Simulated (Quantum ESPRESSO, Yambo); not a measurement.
# As (buckled honeycomb monolayer): G0W0 with Yambo, start to end, part 2 of 2

Aim: the G0W0 gap of As (buckled honeycomb monolayer) on PBE, step by step.

Quantum ESPRESSO 7.5 and Yambo 5.3.0; PBE and many-body steps on it, plane waves. Known limits of the many-body steps: not at the basis limit; no spin-orbit coupling.

So far. Step 3 (Bands along the symmetry lines): The gap is 1.630 eV, −0.015 eV from the run before at this level. Step 4 (Empty states on the mesh, 6×6×1 mesh, 97 bands): On this mesh the gap is 1.646 eV.

### Step 5. Conversion and set-up

This step: Yambo 5.3.0; conversion and set-up on PBE, plane waves, norm-conserving pseudopotentials.

The states are converted to the many-body program's format and the q mesh is built.

Launch:

```console
(cd o/x.save; p2y > p2y.log; mv SAVE ../..); yambo > setup.log
```

Output:

```text
 Yambo, version 5.3.0

 [02] CORE Variables Setup
 =========================

  [02.01] Unit cells
  ==================

  Cell kind             :  HCP
  Atoms in the cell     :  As
  number of As atoms    :  2

  List of atomic masses
  Mass of As    :  74.92200

  List of atomic coordinates    : [cc]
  As1       : -0.27822E-09   3.9400       11.914      order 1
  As2       :   3.41216   1.97001  14.54168  order 2

  Alat factors          :   6.82431   5.91003  26.45617 [a.u.]
  Direct lattice volume :   1067.03    [a.u.]
  Direct lattice vectors:  A[ 1 ]  A[ 2 ]  A[ 3 ]
   A[ 1 ]:  1.000000 -0.000000  0.000000  [iru]
   6.824311 -0.000000  0.000000  [cc]
   A[ 2 ]: -0.500000  1.000000  0.000000  [iru]
  -3.412155  5.910027  0.000000  [cc]
   A[ 3 ]:  0.000000  0.000000  1.000000  [iru]
    0.00000   0.00000  26.45617  [cc]

  Recip. lattice volume :  0.232469 [a.u.]
  Recip. lattice vectors:  B[ 1 ]  B[ 2 ]  B[ 3 ]
   B[ 1 ]:  1.000000  0.500000  0.000000  [iku]
   0.920706  0.531570 -0.000000  [cc]
   B[ 2 ]:  0.000000  1.000000  0.000000  [iku]
   0.000000  1.063140 -0.000000  [cc]
   B[ 3 ]:  0.000000  0.000000  1.000000  [iku]
  -0.000000 -0.000000  0.237494  [cc]

  [02.02] Symmetries
  ==================

  Inversion symmetry    : yes
  Spatial inversion     : yes
  Inversion index       :   7
  K-space Time-reversal : no
  Magnetic symmetries   : no
  Group table correct   : yes
  Symmetries units      :  [cc]

   [S  1]:   1.0000       0.0000       0.0000     -0.55235E-16   1.0000       0.0000       0.0000       0.0000       1.0000
   [S  2]:   1.0000       0.0000       0.0000     -0.31975E-10  -1.0000       0.0000       0.0000       0.0000      -1.0000
   [S  3]: -0.500000  0.866025  0.000000 -0.866025 -0.500000  0.000000  0.000000  0.000000  1.000000
[...]
[S 11]:  0.500000  0.866025  0.000000  0.866025 -0.500000  0.000000  0.000000  0.000000  1.000000
   [S 12]:  0.500000 -0.866025  0.000000 -0.866025 -0.500000  0.000000  0.000000  0.000000  1.000000

  [02.03] Reciprocal space
  ========================

  nG shells         :   6447
  nG charge         :  144181
  nG WFs            :  21351
  nC WFs            :  18060
  G-vecs. in first 80 shells:  [ Number ]
     1    3    5    7    9   15   27   39   41
    53   55   67   79   81   93   99  111  113
   125  137  149  161  167  169  181  193  205
[...]
809   811   823   835   859   865   877   889
  ...
  Shell energy in first 80 shells:  [ mHa ]
[...]
4971.20      5080.71      5086.20      5107.81      5114.40      5199.01      5331.23      5337.82      5340.02
    5527.54      5537.43      5672.94      5756.45      5760.84      5791.24      6092.67      6101.46      6240.27
    6321.58      6345.39      6461.49      6468.08      6776.11      6781.60      6809.80      6891.11
  ...

  [02.04] K-grid lattice
  ======================

[...]
K/Q-points units:
  rlu = crystal or reduced units; cc = cartesian coordinates; iku = interal k-units

  K [1]          [rlu]:  0.000000  0.000000  0.000000
         WF components:  18001
  K [2]          [rlu]:  0.000000  0.166667  0.000000
         WF components:  17989
  K [3]          [rlu]:  0.000000  0.333333  0.000000
         WF components:  18027
  K [4]          [rlu]:  0.000000 -0.500000  0.000000
         WF components:  18060
  K [5]          [rlu]:  0.166667  0.166667  0.000000
         WF components:  18003
  K [6]          [rlu]:  0.166667  0.333333  0.000000
         WF components:  18020
  K [7]          [rlu]:  0.333333  0.333333  0.000000
         WF components:  18033

  [02.05] Energies & Occupations
  ==============================

  [X] === General ===
  [X] Electronic Temperature                        :  0.000000  0.000000 [eV K]
  [X] Bosonic    Temperature                        :  0.000000  0.000000 [eV K]
  [X] Finite Temperature mode                       : no
  [X] El. density                                   :  0.29092E+24 [cm-3]
  [X] Fermi Level                                   : -0.908984 [eV]

  [X] === Gaps and Widths ===
  [X] Conduction Band Min                           :  1.645614 [eV]
  [X] Valence Band Max                              :  0.000000 [eV]
  [X] Filled Bands                                  :  23
  [X] Empty Bands                                   :   24   97
  [X] Direct Gap                                    :  1.948162 [eV]
  [X] Direct Gap localized at k                     :  1
  [X] Indirect Gap                                  :  1.645614 [eV]
  [X] Indirect Gap between kpts                     :  1  3
  [X] Last valence band width                       :  1.964014 [eV]
  [X] 1st conduction band width                     :  1.151044 [eV]

  E @ K [1]:  [eV]
  -184.7066 -184.7060 -128.1046 -128.1046 -128.1022 -128.1022 -128.0466 -128.0445
[...]
occ @ K [1]
[...]
E @ K [2]:  [eV]
[...]
occ @ K [2]
[...]
E @ K [3]:  [eV]
[...]
occ @ K [3]
[...]
E @ K [4]:  [eV]
[...]
occ @ K [4]
[...]
E @ K [5]:  [eV]
[...]
occ @ K [5]
[...]
E @ K [6]:  [eV]
[...]
occ @ K [6]
[...]
E @ K [7]:  [eV]
[...]
occ @ K [7]
[...]
0.000000  0.000000  0.000000  0.000000  0.000000  0.000000  0.000000  0.000000
   0.000000  0.000000  0.000000  0.000000  0.000000  0.000000  0.000000  0.000000

 [03] Transferred momenta grid and indexing
 ==========================================

 IBZ Q-points                                      :   7
 BZ  Q-points                                      :   36

 K/Q-points units:
 rlu = crystal or reduced units; cc = cartesian coordinates; iku = interal k-units

 Q [1]          [rlu]:  0.000000  0.000000  0.000000
 Q [2]          [rlu]: -0.10630E-16  0.16667       0.0000
 Q [3]          [rlu]: -0.21260E-16  0.33333       0.0000
 Q [4]          [rlu]:  0.31890E-16 -0.50000       0.0000
 Q [5]          [rlu]:  0.166667  0.166667  0.000000
 Q [6]          [rlu]:  0.166667  0.333333  0.000000
 Q [7]          [rlu]:  0.333333  0.333333  0.000000

  [03.01] X indexes
  =================

   [03.01.01] Sigma indexes
   ========================

 [06] Game Over & Game summary
```

It took 3 s on 1 MPI rank of Arm Neoverse V1, shared host; peak memory 0.26 GiB.

### Step 6. Screening and self-energy, 6×6×1 mesh, 97 bands, screening to 108.8 eV

G0W0 replaces the xc potential by the self-energy, built once from these orbitals. Only a window of levels is corrected, while the sums run over the empty bands that the input names.

This step: G0W0 on PBE, plane waves, norm-conserving pseudopotentials.

Contents of gw1.in:

```
HF_and_locXC
gw0
dyson
ppa
em1d
rim_cut
rim_w
RandQpts= 3000000
RandGvec= 100 RL
CUTGeo= "slab z"
RandGvecW= 9 RL
EXXRLvcs= 100 Ry
VXCRLvcs= 400 Ry
Chimod= "HARTREE"
% BndsRnXp
 1 | 97 |
%
NGsBlkXp= 8 Ry
% LongDrXp
 1 | 1 | 0 |
%
% GbndRnge
 1 | 97 |
%
DysSolver= "n"
ExtendOut
PPAPntXp= 27.21138 eV
% QPkrange
 1 | 1 | 22 | 25 |
 3 | 3 | 22 | 25 |
%
```

Launch:

```console
OMP_NUM_THREADS=2 mpirun -n 4 yambo -F gw1.in -J gw1 -C gw1 > gw1.log
```

Output:

```text
 Yambo, version 5.3.0

 [02] CORE Variables Setup
 =========================

  [... cell, symmetries and grids as in the set-up ...]

  [02.05] Energies & Occupations
  ==============================

  [X] === General ===
  [X] Electronic Temperature                        :  0.000000  0.000000 [eV K]
  [X] Bosonic    Temperature                        :  0.000000  0.000000 [eV K]
  [X] Finite Temperature mode                       : no
  [X] El. density                                   :  0.29092E+24 [cm-3]
  [X] Fermi Level                                   : -0.908984 [eV]

  [X] === Gaps and Widths ===
  [X] Conduction Band Min                           :  1.645614 [eV]
  [X] Valence Band Max                              :  0.000000 [eV]
  [X] Filled Bands                                  :  23
  [X] Empty Bands                                   :   24   97
  [X] Direct Gap                                    :  1.948162 [eV]
  [X] Direct Gap localized at k                     :  1
  [X] Indirect Gap                                  :  1.645614 [eV]
  [X] Indirect Gap between kpts                     :  1  3
  [X] Last valence band width                       :  1.964014 [eV]
  [X] 1st conduction band width                     :  1.151044 [eV]

 [03] Transferred momenta grid and indexing
 ==========================================

 IBZ Q-points                                      :   7
 BZ  Q-points                                      :   36

 K/Q-points units:
 rlu = crystal or reduced units; cc = cartesian coordinates; iku = interal k-units

 Q [1]          [rlu]:  0.000000  0.000000  0.000000
 Q [2]          [rlu]: -0.10630E-16  0.16667       0.0000
 Q [3]          [rlu]: -0.21260E-16  0.33333       0.0000
 Q [4]          [rlu]:  0.31890E-16 -0.50000       0.0000
 Q [5]          [rlu]:  0.166667  0.166667  0.000000
 Q [6]          [rlu]:  0.166667  0.333333  0.000000
 Q [7]          [rlu]:  0.333333  0.333333  0.000000

 [04] Coloumb potential Random Integration (RIM)
 ===============================================

 Performing RIM of v_slab

  [04.01] RIM initialization
  ==========================

  * Diagonal components only detected *

  8 x (sBL volume)        :  0.051660 [a.u.]
  sBZ random points       :  3000000
  Points outside the sBZ  :  24000829
  RL volume               :  0.232469 [a.u.]
  Integrated volume       :  0.232461 [a.u.]

  [04.02] RIM integrals
  =====================

  Gamma point sphere radius             :  0.041605 [a.u.]
  Points outside the sphere             :  2398884
  [Int_sBZ(q=0) 1/q^2]*(Vol_sBZ)^(-1/3) =:  7.487296
                                 should be <:  7.795600

  Summary of Coulomb integrals for non-metallic bands |Q|[au] RIM/Bare

  Q [1] 0.100000E-4 0.960452 * Q [2] 0.177190 0.997483
  Q [5] 0.306902 1.024611 * Q [3] 0.354380 1.023541
  Q [6] 0.468801 1.017709 * Q [4] 0.531570 1.014578
  Q [7] 0.613804 1.011396
  Non-periodic chartesian directions : none
  Optical renormalization            :  26.45617 [au]
  Polarizability dimension           : length

 [05] Coloumb potential CutOffslab
 =================================

 Cut directionsZ
 Slab Cutoff:Z
 Symmetry test passed : yes

 [06] Dipoles
 ============

  [06.01] Setup: observables and procedures
  =========================================

 [07] Dynamic Dielectric Matrix (PPA)
 ====================================

 [WR./gw1//ndb.pp]---------------------------------------------------------------
  Brillouin Zone Q/K grids (IBZ/BZ)                :    7   36    7   36
  RL vectors                                       :  21365 [WF]
  Coulomb cutoff potential                         : slab z
  Electronic Temperature                           :  0.000000 [K]
  Bosonic    Temperature                           :  0.000000 [K]
  PPA    diel. fun.  energies                      : Perdew, Burke & Ernzerhof(X)+Perdew, Burke & Ernzerhof(C)
  wavefunctions                                    : Perdew, Burke & Ernzerhof(X)+Perdew, Burke & Ernzerhof(C)
  Global Gauge                                     : length
  X matrix size                                    :   403
  X band range                                     :    1   97
  X e/h energy range                               : -1.000000 -1.000000 [eV]
  X Time ordering                                  : R
  X Hxc Kernel                                     : HARTREE
  X Drude frequency                                :  0.000000  0.000000
  X poles                                          :  100.0000 [o/o]
  RL vectors in the sum                            :  21365
  [r,Vnl] included                                 : yes
  Field direction                                  :  0.707107E-5  0.707107E-5   0.00000
  BZ energy Double Grid                            : no
  BZ energy DbGd points                            : 0
  BZ Q point size factor                           : -1.000000
  X Optical Averaged directions                    : none

 [08] Local Exchange-Correlation + Non-Local Fock
 ================================================

 [VXC] Plane waves :  144181
 [EXS] Plane waves :  18025

 QP @ state[ 1 ] K range:  1  1
 QP @ state[ 1 ] b range:  22  25
 QP @ state[ 2 ] K range:  3  3
 QP @ state[ 2 ] b range:  22  25

 [xc] Functional : Perdew, Burke & Ernzerhof(X)+Perdew, Burke & Ernzerhof(C)
 [xc] LIBXC used to calculate xc functional
  PP Number of Atomic Species                      :  1
  NLCC RL compoments                               :  144181
  PP Number of Atomic Species                      :  1
  NLCC RL compoments                               :  144181

 [xc] E_xc :  -47.81823 [Ha]
      E_xc :  -95.63647 [Ry]

  Local XC kind (lXC) : Perdew, Burke & Ernzerhof(X)+Perdew, Burke & Ernzerhof(C)
  Non-Local XC kind (nlXC) : Hartree-Fock

  Corrections @ K [1] :  [eV]
 <22|nlXC|22> = -15.29560  0.15206E-16 <22|lXC|22> = -14.05400  0.37763E-15
 <23|nlXC|23> = -15.29565  0.86626E-17 <23|lXC|23> = -14.05400  0.94408E-16
 <24|nlXC|24> = -8.947748  0.36584E-17 <24|lXC|24> = -12.75027  0.37763E-15
 <25|nlXC|25> = -8.849165  0.13442E-17 <25|lXC|25> = -13.27563 -0.18882E-15

  Corrections @ K [3] :  [eV]
 <22|nlXC|22> = -15.32122 -0.68800E-17 <22|lXC|22> = -13.35911 -0.18882E-15
 <23|nlXC|23> = -14.51672  0.23356E-16 <23|lXC|23> = -12.57056  0.94408E-16
 <24|nlXC|24> = -7.601241  0.42334E-17 <24|lXC|24> = -11.00366  0.000000
 <25|nlXC|25> = -6.559484 -0.24991E-17 <25|lXC|25> = -10.79249  0.14161E-15

 [09] Dyson equation: Newton solver
 ==================================

  [09.01] RIM-W interpolation
  ===========================

  [WARNING] RIM-W works only for 2D semiconductors with slab cutoff
  Found compatible q grid: 2D
  q_min[ 1 ]:  0.16667      0.29894E-11   0.0000     [rlu]
   0.166667  0.083333  0.000000 [iku]
  q_min[ 2 ]:  0.61536E-11  0.16667       0.0000     [rlu]
   0.61536E-11  0.16667       0.0000     [iku]
  G-vectors :   9
  G-vectors loaded:   63
  Number of interpolated frequencies:  2

  Evaluating coefficients q = 0
  Evaluating coefficients q = 0

  [09.02] RIM-W integrals
  =======================

  8 x (sBL volume)        :  0.051660 [a.u.]
  sBZ random points       :  3000000
  Points outside the sBZ  :  24000829
  RL volume               :  0.232469 [a.u.]
  Integrated volume       :  0.232461 [a.u.]

  [09.03] RIM integrals
  =====================

  Comparison between head Wc = W - v averages: < Wc > [au] RIM-W/RIM

   < -Wc [Q = 1] > 0.364112E-1 0.483132E-4 * < -Wc [Q = 2] > 0.005331 0.005141
   < -Wc [Q = 3] > 0.976389E-3 0.955225E-3 * < -Wc [Q = 4] > 0.326183E-3 0.322334E-3
   < -Wc [Q = 5] > 0.001433 0.001399 * < -Wc [Q = 6] > 0.469478E-3 0.464476E-3
   < -Wc [Q = 7] > 0.218579E-3 0.217115E-3

  Comparison between head Wc = W - v averages: < Wc > [au] RIM-W/RIM

   < -Wc [G = 1,G`=0] > 0.364112E-1 0.483132E-4 * < -Wc [G = 2,G`=0] >-0.002020 0.000000
   < -Wc [G = 3,G`=0] >-0.002020 0.000000 * < -Wc [G = 4,G`=0] > 0.698883E-4  0.00000
   < -Wc [G = 5,G`=0] > 0.698676E-4  0.00000 * < -Wc [G = 6,G`=0] > 0.508232E-4  0.00000
   < -Wc [G = 7,G`=0] > 0.508490E-4  0.00000 * < -Wc [G = 8,G`=0] >-0.165367E-4  0.00000
   < -Wc [G = 9,G`=0] >-0.165389E-4  0.00000

 [10] G0W0 (W PPA)
 =================

 [  GW  ] Bands range     :    1   97
 [GW/PPA] G damping       :  0.100000 [eV]

 QP @ state[ 1 ] K range:  1  1
 QP @ state[ 1 ] b range:  22  25
 QP @ state[ 2 ] K range:  3  3
 QP @ state[ 2 ] b range:  22  25

  Sc/G bands                                       :    1   97
  Sc/G damping                                     :  0.100000 ev
  Sc bands terminator                              : no
  Sx RL components                                 :  18025

  QP @ state[ 1 ] K range                          :  1  1
  QP @ state[ 1 ] b range                          :  22  25
  QP @ state[ 2 ] K range                          :  3  3
  QP @ state[ 2 ] b range                          :  22  25
  GF energies kind                                 : Perdew, Burke & Ernzerhof(X)+Perdew, Burke & Ernzerhof(C)
  GF WF`s kind                                     : Perdew, Burke & Ernzerhof(X)+Perdew, Burke & Ernzerhof(C)
  Xs energies kind                                 : Perdew, Burke & Ernzerhof(X)+Perdew, Burke & Ernzerhof(C)
  Xs WF`s kind                                     : Perdew, Burke & Ernzerhof(X)+Perdew, Burke & Ernzerhof(C)

 [14] Game Over & Game summary
```

Run time: 3.6 min. Hardware: 4 MPI ranks; peak memory 3.8 GiB.

This step gave:

- G0W0 gap on the points computed: 2.549 eV
- starting gap on the mesh: 1.646 eV
- k of the valence top: 0, 0, 0
- k of the conduction bottom: 0, 0.3333, 0
- least direct G0W0 gap on the computed points: 3.037 eV
- Z at the valence top: 0.7367
- Z at the conduction bottom: 0.7438

The gap on the mesh goes from 1.65 eV to 2.55 eV, a correction of +0.90 eV.

Limits: finite bands, cutoff and mesh; no spin-orbit coupling. v1 is the top filled band, c1 the lowest empty one. The levels before and after the correction (eV, zero at the valence-band top of each column):

|  | conduction bottom | valence top |
| --- | --- | --- |
| Kohn-Sham | 1.65 | 0.00 |
| G0W0 | 2.55 | 0.00 |

|  | level | energy (eV) |
| --- | --- | --- |
| Kohn-Sham | Γ v2-v1 | 0.000 |
| Kohn-Sham | Γ c1 | 1.948 |
| Kohn-Sham | Γ c2 | 3.500 |
| Kohn-Sham | (0 0.333 0) v2 | -1.527 |
| Kohn-Sham | (0 0.333 0) v1 | -0.745 |
| Kohn-Sham | (0 0.333 0) c1 | 1.646 |
| Kohn-Sham | (0 0.333 0) c2 | 3.865 |
| G0W0 | Γ v2-v1 | 0.000 |
| G0W0 | Γ c1 | 3.037 |
| G0W0 | Γ c2 | 4.758 |
| G0W0 | (0 0.333 0) v2 | -1.666 |
| G0W0 | (0 0.333 0) v1 | -1.004 |
| G0W0 | (0 0.333 0) c1 | 2.549 |
| G0W0 | (0 0.333 0) c2 | 4.857 |

### Step 7. Where the time went

Times are wall times on the hardware named with each run, good to a factor of about two.

| step | time | share | memory (GiB) |
| --- | --- | --- | --- |
| ground state | 37 s | 13 % | 1.3 |
| bands along the symmetry lines | 12 s | 4 % | 1.1 |
| empty states on the mesh | 18 s | 6 % | 1.1 |
| conversion and set-up | 3 s | 1 % | 0.26 |
| screening and self-energy | 3.6 min | 75 % | 3.8 |

### Step 8. Outcome

```yaml
pbe_gap: 1.63 eV, indirect
g0w0_gap_on_the_mesh: 2.55 eV
gw_settings: 6×6×1 mesh, 97 bands, screening to 108.8 eV, Godby-Needs plasmon pole
known_limits: not at the basis limit; no spin-orbit coupling
```

What this shows: G0W0 moves the gap on the mesh from 1.65 eV to 2.55 eV (+0.90 eV), with Z of 0.74 and 0.74 at the edges. Only 2 of the mesh's irreducible points were corrected, so a valley elsewhere could overtake. The dearest step here is «screening and self-energy». Bands and cutoff are finite, so the gap is not at the basis limit. The miss can reach some tenths of an eV and take either sign; the mesh is an error of its own. In the G0W0 run levels were corrected at 2 k points alone, so a gap called «on the mesh» is the least over those, and an edge elsewhere would be missed. The many-body steps are scalar-relativistic: spin-orbit coupling is not in them.

[Paths, hosts, dates, memory and timing lines, banners, echoed tables and standing remarks are left out of the program output.]

[Logs are printed without paths, hosts, clocks, repeated set-up lines and the standing remarks that a program may print on its own settings, such as how far it seeks lower states.]

[Runs of the session that timed out or met a known fault of the program may be left out.]

[Hosts, paths, dates, database ids (printed as entryN), source tags and the programs' standing remarks are cut or masked in the printed files.]
